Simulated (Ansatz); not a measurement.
The system is TiSe.

```
Ti Se
1.0
     3.40340    0.00000    0.00000
     0.00000    3.40340    0.00000
     0.00000    0.00000    3.40340
Ti Se
1 1
Direct
  0.00000 0.00000 0.00000
  0.50000 0.50000 0.50000
```

The cell comes from a database or a generator and needn't be the stable form of this composition.

Program: Ansatz 0.2.0. Alike in all runs: task single point; potentials or basis Ansatz PAW; no spin polarisation; cell as given; k mesh 4 × 4 × 4; smearing fermi-dirac 0.05 eV; the mesh is coarse, so values aren't converged.

Question: Order these runs on this cell by their pressure, lowest first.
A. level HSE06 form with a typed share of exact exchange; cutoff (eV) 420; screening (1/Å) 0.2; share of exact exchange 0.05
B. level HF; cutoff (eV) 420
C. level r2SCAN50; cutoff (eV) 500
D. level HSE06 form with a typed share of exact exchange; cutoff (eV) 420; screening (1/Å) 0.2; share of exact exchange 0.3

Answer: C (-18.7 GPa), D (-16.7 GPa), A (-14.2 GPa), B (-10.0 GPa).

Caveats: all runs use coarse meshes; the PAW data sets come from PBE, with cores solved anew for the run's functional, which leaves a small shift of forces and pressure; the thresholds are loose for stress; so large a pressure means that the cell lies far from this level's equilibrium, or that cutoff or potentials fall short (some runs).
